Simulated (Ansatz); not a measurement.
# TaN (Fm-3m) in Ansatz: a series of runs

Aim: see how the results for TaN move with the level of theory and the settings. Levels: r2SCAN+U, r2SCAN, r2SCAN+D3(BJ). Tasks: relaxation of cell and atoms.

Everything below comes from runs of Ansatz 0.2.0. Logs are shortened: lines on timing, memory, paths and dates and some standing lists are left out, and cuts for length are marked.

### Step 1. Starting point

It takes space group Fm-3m (No. 225, cubic). Conventional cell: a = 4.358 Å, b = 4.358 Å, c = 4.358 Å, α = 90.00°, β = 90.00°, γ = 90.00°. Ta (site symmetry m-3m) has 6 N at 2.18 Å as nearest neighbours. N (site symmetry m-3m) is surrounded by 6 Ta at 2.18 Å.

### Step 2. Relaxation of cell and atoms, r2SCAN+U

The input, input.yaml:

```yaml
crystal:
  lattice:
    - [0.0, 2.17900131, 2.17900131]
    - [2.17900131, 0.0, 2.17900131]
    - [2.17900131, 2.17900131, 0.0]
  atoms:
    - { symbol: Ta, position: [0.5, 0.5, 0.5] }
    - { symbol: "N", position: [0.0, 0.0, 0.0] }
hamiltonian:
  xc: r2scan
  pseudopotentials: { kind: paw }
  hubbard: { sites: [{ species: Ta, l: d, u_eff: 5.0 }] }
kpoints:
  mp_grid: { grid: [10, 10, 10] }
scf:
  occupations: { method: fermi_dirac, width: 0.05 }
output:
  forces: true
  stress: true
  eigenvalues: true
relax:
  f_tol: 0.01
  max_steps: 40
  cell: { stress_tol: 0.05 }
```

Potentials or basis: Ansatz PAW.

Started as:

```
> ansatz run input.yaml --threads 2 --pin off --max-ram 5632MiB --backend cpu --events-out ev --progress --plain --runs-dir out
```

What it wrote:

```text
Warning: RAYON_NUM_THREADS=2 ignored (pool sized by the plan → 2); use --threads N
Ta: projections on atomic orbitals take those of the free atom [Kr 4d10 4f14] 5s2 5p6 5d3 6s2, of charge +0.00 (hamiltonian.pseudopotentials.projection_atoms); the dataset's partial waves leave at most 6.0e-5 of an orbital's norm unspanned inside its sphere
N: projections on atomic orbitals take those of the free atom [He] 2s2 2p3, of charge +0.00 (hamiltonian.pseudopotentials.projection_atoms); the dataset's partial waves leave at most 9.3e-9 of an orbital's norm unspanned inside its sphere
Engine: ansatz 0.2.0, aarch64-unknown-linux-gnu
Pseudopotentials: kind: paw
Pseudopotential: Ta, paw, valence charge 13, recommended cutoff 500 eV (meta_gga), Ta.paw.azcp
Pseudopotential: N, paw, valence charge 5, recommended cutoff 500 eV (meta_gga), N.paw.azcp
Functional definition: r2SCAN
  parameter k0 = 0.174
  parameter k1 = 0.065
  parameter a1 = 4.9479
  exchange = r2scan_x(k0 = k0, k1 = k1, a1 = a1)
  correlation = r2scan_c
Crystal: 2 atoms, lattice volume = 20.692 Å³
Basis set: ecut = 500 eV, 531 PW (Γ), exchange–correlation on 96×96×96 points (64 copies of the dense FFT grid, shifted against one another)
Bands: 13, of which v1, the nominal top of the filled ones, is band 9 counted from 1 (8 counted from 0)
Symmetry: 48 space group operations
Space group: Fm-3m (ITA 225), of the structure as read, at distance tolerance 2.7e-5 Å
k-points: 47 of 1000
Non-local potential: Ta, projectors of the file, l = 0: 3, l = 1: 2, l = 2: 2, l = 3: 1
Non-local potential: N, projectors of the file, l = 0: 2, l = 1: 2, l = 2: 1
PAW form: soft (Blöchl's): semilocal exchange-correlation on the pseudo side does not see the compensation charge
PAW frozen core: Ta, regenerated for the run's functional (the file was generated under x = pbe(κ = 0.804, μ = 0.2195149727645171), c = pbe(β = 0.06672455060314922))
PAW frozen core: N, regenerated for the run's functional (the file was generated under x = pbe(κ = 0.804, μ = 0.2195149727645171), c = pbe(β = 0.06672455060314922))
PAW one-centre angular grid: Ta, 590 points (default); XC on 160 Gauss nodes
PAW one-centre angular grid: N, 302 points (default); XC on 160 Gauss nodes
Initial density: superposition of atomic densities (chi_scale 0.1, normalization cell, long waves kept (reshape's long-wave potential 0.00 eV rms))
Initial wavefunctions: pseudopotential atomic-orbital guess
Functional: x = r2scan, c = r2scan; τ floored in thin density (d = 2e-4 eV/Å³)
SCF iter   1: F=—  HF=-10325.138667 eV  |F-HF|=—  |Δ(HF+E_count)|=         —  Δρ=7.58e-2  dr2=1.33e0  dr2_τ=3.49e-1  ethr=3.10e-3  ⟨swp⟩=5.9  Hψ=3169  notcnv=0
preconditioner: auto → none  [metal: Δε(μ)=0.068 eV  Ē_g=12.717 eV  σ=0.050 eV  W_gap=0.32  n_scr=8 (ndim 8)  ℏωp=25.8 eV  f_vac=0.000  D(μ)=0.66/eV (n_scr^D=0)  sad-step TF]
SCF iter   2: F=—  HF=-10325.191215 eV  |F-HF|=—  |Δ(HF+E_count)|=   5.25e-2  Δρ=3.52e-2  dr2=1.67e-1  dr2_τ=4.38e-2  ethr=3.10e-3  ⟨swp⟩=2.0  Hψ=1381  notcnv=0  defer=1
SCF iter   3: F=—  HF=-10325.294802 eV  |F-HF|=—  |Δ(HF+E_count)|=   1.04e-1  Δρ=8.98e-3  dr2=1.05e-2  dr2_τ=1.89e-3  ethr=9.30e-4  ⟨swp⟩=2.7  Hψ=1027  notcnv=0  defer=1
SCF iter   4: F=—  HF=-10325.303707 eV  |F-HF|=—  |Δ(HF+E_count)|=   8.90e-3  Δρ=1.32e-3  dr2=2.11e-4  dr2_τ=4.85e-5  ethr=5.81e-5  ⟨swp⟩=2.5  Hψ=1240  notcnv=0  defer=1
SCF iter   5: F=—  HF=-10325.303813 eV  |F-HF|=—  |Δ(HF+E_count)|=   1.07e-4  Δρ=2.51e-4  dr2=1.01e-5  dr2_τ=1.47e-6  ethr=1.17e-6  ⟨swp⟩=2.0  Hψ=887  notcnv=0  defer=1
[... 47 lines left out ...]
SCF iter   6: F=-10325.341597 eV  HF=-10325.341597 eV  |F-HF|=1.82e-12  |Δ(HF+E_count)|=  7.64e-11  Δρ=1.22e-7  dr2=1.51e-12  dr2_τ=3.76e-13  ethr=1.00e-12  ⟨swp⟩=5.9  Hψ=2503  notcnv=0
SCF 5 converged in 6 iterations: F = -10325.341597 eV  dr2 = 1.51e-12
relax step   5: F+E_penalty+E_count = -10325.34159671 eV  Δ(F+E_penalty+E_count) = -4.862e-4 eV  max|allowed force component| = 8.053e-30 eV/Å  Δτ_max = 0.0000 Å  P = +0.002 GPa  Ω = 21.545 Å³  stress off target by 1.76e-3 GPa  SCF on the basis re-selected at this cell (its energy is not comparable with the rows above)  (6 SCF iters)
basis re-selected at this cell: Δ(F+E_penalty+E_count) = -4.862e-4 eV, ΔP = +0.002 GPa vs the last step (what re-selecting the basis moved, of the pressure what is left beyond the Pulay correction that the steps carried, after the strain that the cell walked since its last selection, with what the two solves' SCF thresholds leave and, on support functions, any second-order correction that the steps lacked; it is no measure of the basis error at this ecutwfc). This SCF's stress stands 1.76e-3 GPa from its target on what of the cell is left free (relax.cell.stress_tol is 5.00e-2 GPa) and its largest allowed force component is 8.05e-30 eV/Å (relax.f_tol is 1.00e-2 eV/Å): within both
SCF converged after 6 iterations
Free energy (F): -10325.341597 eV
Harris-Foulkes:  -10325.341597 eV  (|F-HF|=1.82e-12)
Internal energy: -10325.336259 eV  (E = F + TS)
E sigma→0 (E₀):  -10325.338928 eV
Entropy (-TS):   -0.005338 eV (-2.669 meV/atom)
Fermi energy:    21.749720 eV
--- Per-component energies (eV) ---
  E_band       = -63.276779
  E_kinetic    = 502.208753
  E_local      = -592.522651  (includes V_loc(G=0)·N_el)
  E_nonlocal   = 59.313054
  E_hartree    = 199.210391
  E_xc         = -265.679728
  E_vxc        = -308.462588  (∫ρ·V_xc dr)
  E_hubbard    = 5.672704  (on-site DFT+U / exact-exchange correction)
  E_vhub       = 2.156358  (the Hubbard potential's part of the band-sum identity)
  E_paw        = -8552.009568  (= ΣΔE_a)
  E_vpaw       = -140.290268  (= ΣTr[D̂ρ^β])
  E_aug_tail   = 0.000057  (compensation charges beyond the density's cutoff)
  E_vtau       = 15.899704  (kinetic-family band-sum trace: ∫τ·v_τ [+ j·A + Jᵃ·Aᵃ] dr)
  E_ewald      = -1680.743426
  E_core_change = -0.785845  (= ΣΔE_core)
  E_smearing   = -0.005338  (= −TS)
  E_closure    = 0.000000  (closes the sum)
  Σ components = -10325.341597   (vs F -10325.341597, Δ=0.00e0)
--- Forces (eV/Å), atoms counted from 1 ---
  atom   1  Ta     0.00000000    -0.00000000     0.00000000
  atom   2  N     -0.00000000    -0.00000000    -0.00000000
  max |Σ_I F_I| component: 1.65e-29 eV/Å
--- Stress (GPa, compression-positive) ---
        0.001759      -0.000000      -0.000000
       -0.000000       0.001759       0.000000
       -0.000000       0.000000       0.001759
  P = ⅓ Tr σ = 0.0018 GPa (0.018 kbar)
--- Band table (eV; the first three rows and the last of 47) ---
  k-point 0: bands = ["-50.2796", "-15.8413", "-15.8413", "-15.8413", "1.7700", "17.6022", "17.6022", "17.6022", "19.6055", "19.6055", "19.6055", "22.6795", "22.6795"]
  k-point 1: bands = ["-50.2742", "-15.9249", "-15.8487", "-15.8487", "2.0041", "16.4965", "16.9802", "16.9802", "19.9720", "19.9720", "20.0115", "23.4679", "23.4679"]
  k-point 2: bands = ["-50.2591", "-16.1383", "-15.8682", "-15.8682", "2.6445", "14.6229", "15.8934", "15.8934", "20.5494", "20.8073", "20.8073", "25.2366", "25.2366"]
  k-point 46: bands = ["-50.2026", "-16.3882", "-16.2581", "-16.1227", "3.9335", "14.3564", "14.4853", "14.6812", "20.3527", "22.6333", "25.1620", "26.1083", "26.8921"]
Occupation matrices written to <dir>
--- Relaxed structure (4 steps of the walk, 4 accepted, 1 SCFs on fresh bases) ---
  F+E_penalty+E_count = -10325.34159671 eV   max|allowed force component| = 8.053e-30 eV/Å   (the final SCF, on the basis selected at the relaxed cell)
  cell:  # Å, volume = 21.5447 Å³
    - [1.0580858483942422e-33, 2.208529401427172, 2.208529401427172]
    - [2.208529401427172, 1.7459610734586125e-33, 2.208529401427172]
    - [2.208529401427172, 2.208529401427172, 1.1209818472370299e-33]
  atoms:
    - { symbol: Ta, position: [0.5, 0.5, 0.5] }
    - { symbol: N, position: [4.143089117429401e-36, -4.1430891174296295e-36, -8.746521470123513e-36] }
```

occupation_matrices:

```text
# The occupation matrices of the corrected shells as a run of Ansatz 0.0.0 ended. An entry of
# hamiltonian.hubbard.sites starts from them by `starting_ns: <path of this file>`, where that key's refused
# combinations let it.
# Free energy -10325.341597 eV.
# projection_atom_Ta: [Kr 4d10 4f14] 5s2 5p6 5d3 6s2
# projection_atom_N: [He] 2s2 2p3
format: ansatz-occupation-matrices/1
state: converged
spin: unpolarized
projectors: all-electron-ortho-atomic
projection_frame: null
lattice: # Å
  - [1.0580858483942422e-33, 2.208529401427172, 2.208529401427172]
  - [2.208529401427172, 1.7459610734586125e-33, 2.208529401427172]
  - [2.208529401427172, 2.208529401427172, 1.1209818472370299e-33]
atoms: # fractions of the lattice vectors
  - {symbol: Ta, position: [0.5, 0.5, 0.5]}
  - {symbol: N, position: [4.143089117429401e-36, -4.1430891174296295e-36, -8.746521470123513e-36]}
sites: # a site counts the atoms from 0
  - {site: 0, l: d, shell: 5, starting_ns: [{spin: up, occupation_matrix: site0_d}]} # 3.676 electrons, filled orbitals 0
occupation_matrices: # on the real harmonics m = 0, +1, -1, ... of the Cartesian axes; of spinors up first
  site0_d:
    matrix:
      - [0.27630390729890625, 1.0842021724855044e-19, -4.743384504624082e-19, 3.3610267347050637e-18, 0.0]
      - [1.0842021724855044e-19, 0.42840066799296256, 2.168404344971009e-19, 1.0842021724855044e-19, 1.5178830414797062e-18]
      - [-4.743384504624082e-19, 1.734723475976807e-18, 0.4284006679929627, -3.7947076036992655e-19, -2.168404344971009e-19]
      - [-2.6020852139652106e-18, 1.0842021724855044e-19, -1.5178830414797062e-18, 0.27630390729890614, -6.776263578034403e-19]
      - [1.0842021724855044e-18, 1.5178830414797062e-18, 2.168404344971009e-19, -2.981555974335137e-19, 0.4284006679929626]
```

Run time: 6.7 s. Hardware: 2 threads of Arm Neoverse V2, shared host; peak memory 0.36 GiB.

What came out:

- Free energy: -10325.3416 eV
- Relaxed volume: 10.77 Å³/atom
- Relaxed cell: a = 3.123 Å, b = 3.123 Å, c = 3.123 Å, α = 60.00°, β = 60.00°, γ = 60.00°
- Space group after relaxing (to 0.05 Å): Fm-3m (No. 225)
- Energy gained by relaxing: 18.9 meV/atom
- Ionic steps: 5
- Pressure after relaxing: 0.0 GPa
- Band gap on the k mesh: none (metal or under the smearing width)

The path:
```
step  energy change (eV)  largest force (eV/Å)  volume (Å³)
   1              0.0000                0.0000        20.69
   2             -0.0327                0.0000        21.85
   3             -0.0373                0.0000        21.56
   4             -0.0373                0.0000        21.54
   5             -0.0378                0.0000        21.54
```

Final structure:
```xyz
2
Lattice="0.0000 2.2085 2.2085 2.2085 0.0000 2.2085 2.2085 2.2085 0.0000" Properties=species:S:1:pos:R:3 pbc="T T T"
Ta    2.2085    2.2085    2.2085
N     0.0000    0.0000    0.0000
```

Eigenvalues of the final occupation matrices:
| site | spin | trace | eigenvalues |
| --- | --- | --- | --- |
| site 1 | 1 | 1.84 | 0.28 0.28 0.43 0.43 0.43 |

Caveat: the plane-wave basis is chosen anew once the cell has moved, so the energies of steps on either side of that aren't comparable; U without spin polarisation on a metal has little footing; the PAW data sets come from PBE, with cores solved anew for the run's functional, which leaves a small shift of forces and pressure.

### Step 3. Relaxation of cell and atoms, r2SCAN+U

Changes to input.yaml since step 2:

```diff
@@ -11,3 +11,3 @@
   pseudopotentials: { kind: paw }
-  hubbard: { sites: [{ species: Ta, l: d, u_eff: 5.0 }] }
+  hubbard: { sites: [{ species: Ta, l: d, u_eff: 6.0 }] }
 kpoints:
@@ -20,2 +20,6 @@
   eigenvalues: true
+  write_density: true
+  write_potential: true
+  elf: true
+  volumetric_format: npy
 relax:
```

Potentials or basis: Ansatz PAW.

Started as:

```
> ansatz run input.yaml --threads 2 --pin off --max-ram 5632MiB --backend cpu --events-out ev --progress --plain --runs-dir out
```

It took 6.8 s on 2 threads of Arm Neoverse V2, shared host; peak memory 0.36 GiB.

Results (log left out):

- Free energy: -10324.2096 eV
- Relaxed volume: 10.81 Å³/atom
- Relaxed cell: a = 3.127 Å, b = 3.127 Å, c = 3.127 Å, α = 60.00°, β = 60.00°, γ = 60.00°
- Space group after relaxing (to 0.05 Å): Fm-3m (No. 225)
- Energy gained by relaxing: 22.2 meV/atom
- Ionic steps: 5
- Pressure after relaxing: 0.0 GPa
- Band gap on the k mesh: none (metal or under the smearing width)

Step by step:
| step | energy change (eV) | largest force (eV/Å) | volume (Å³) |
| --- | --- | --- | --- |
| 1 | 0.0000 | 0.0000 | 20.69 |
| 2 | -0.0388 | 0.0000 | 21.95 |
| 3 | -0.0438 | 0.0000 | 21.64 |
| 4 | -0.0438 | 0.0000 | 21.62 |
| 5 | -0.0444 | 0.0000 | 21.62 |

Final structure:
```xyz
2
Lattice="0.0000 2.2111 2.2111 2.2111 0.0000 2.2111 2.2111 2.2111 0.0000" Properties=species:S:1:pos:R:3 pbc="T T T"
Ta    2.2111    2.2111    2.2111
N     0.0000    0.0000    0.0000
```

Levels at points of the mesh, in eV from the Fermi level:
```
             k point  band 5  band 6  band 7  band 8  band 9  band 10  band 11  band 12  band 13
  (0.00, 0.00, 0.00)  -19.96   -4.14   -4.14   -4.14   -2.14    -2.14    -2.14     1.12     1.12
 (0.00, 0.00, -0.50)  -17.04  -10.75   -7.51   -7.51    1.83     1.83     1.93     3.64     8.20
(0.00, -0.50, -0.50)  -18.21   -7.23   -5.49   -5.04   -5.04     3.14     3.37     3.37     4.99
```

Eigenvalues of the final occupation matrices:
```csv
site,spin,trace,eigenvalues
site 1,1,1.83,0.27 0.27 0.43 0.43 0.43
```

Caveat: the plane-wave basis is chosen anew once the cell has moved, so the energies of steps on either side of that aren't comparable; U without spin polarisation on a metal has little footing; the PAW data sets come from PBE, with cores solved anew for the run's functional, which leaves a small shift of forces and pressure. Spin-orbit coupling is left out, which matters for the levels of Ta.

### Step 4. Relaxation of cell and atoms, r2SCAN+U

Changes to input.yaml since step 3:

```diff
@@ -11,3 +11,3 @@
   pseudopotentials: { kind: paw }
-  hubbard: { sites: [{ species: Ta, l: d, u_eff: 6.0 }] }
+  hubbard: { sites: [{ species: Ta, l: d, u_eff: 8.0 }] }
 kpoints:
@@ -20,6 +20,2 @@
   eigenvalues: true
-  write_density: true
-  write_potential: true
-  elf: true
-  volumetric_format: npy
 relax:
```

Started as:

```
> ansatz run input.yaml --threads 2 --pin off --max-ram 5632MiB --backend cpu --events-out ev --progress --plain --runs-dir out
```

Run time: 6.7 s. Hardware: 2 threads of Arm Neoverse V2, shared host; peak memory 0.36 GiB.

It converged, with:

- Free energy: -10321.9619 eV
- Relaxed volume: 10.90 Å³/atom
- Relaxed cell: a = 3.135 Å, b = 3.135 Å, c = 3.135 Å, α = 60.00°, β = 60.00°, γ = 60.00°
- Space group after relaxing (to 0.05 Å): Fm-3m (No. 225)
- Energy gained by relaxing: 30.4 meV/atom
- Ionic steps: 5
- Pressure after relaxing: 0.0 GPa
- Band gap on the k mesh: none (metal or under the smearing width)

Step by step:
```csv
step,energy change (eV),largest force (eV/Å),volume (Å³)
1,0.0000,0.0000,20.69
2,-0.0541,0.0000,22.16
3,-0.0601,0.0000,21.82
4,-0.0601,0.0000,21.79
5,-0.0608,0.0000,21.79
```

Final structure:
```
CELL_PARAMETERS angstrom
0.00000 2.21695 2.21695
2.21695 0.00000 2.21695
2.21695 2.21695 0.00000
ATOMIC_POSITIONS crystal
Ta 0.50000 0.50000 0.50000
N 0.00000 0.00000 0.00000
```

Levels at points of the mesh, in eV from the Fermi level:
| k point | band 5 | band 6 | band 7 | band 8 | band 9 | band 10 | band 11 | band 12 | band 13 |
| --- | --- | --- | --- | --- | --- | --- | --- | --- | --- |
| (0.00, 0.00, 0.00) | -19.92 | -4.11 | -4.11 | -4.11 | -2.12 | -2.12 | -2.12 | 1.25 | 1.54 |
| (0.00, 0.00, -0.50) | -17.02 | -10.71 | -7.30 | -7.30 | 1.80 | 1.80 | 1.89 | 3.52 | 8.38 |
| (0.00, -0.50, -0.50) | -17.97 | -7.25 | -5.43 | -5.03 | -5.03 | 3.30 | 3.30 | 3.53 | 5.13 |

Eigenvalues of the final occupation matrices:
```
  site  spin  trace               eigenvalues
site 1     1   1.80  0.26 0.26 0.43 0.43 0.43
```

Caveat: the plane-wave basis is chosen anew once the cell has moved, so the energies of steps on either side of that aren't comparable; U without spin polarisation on a metal has little footing; the PAW data sets come from PBE, with cores solved anew for the run's functional, which leaves a small shift of forces and pressure. Zero-point motion and thermal expansion aren't in these numbers.

(Continued in part 2 of 2.)
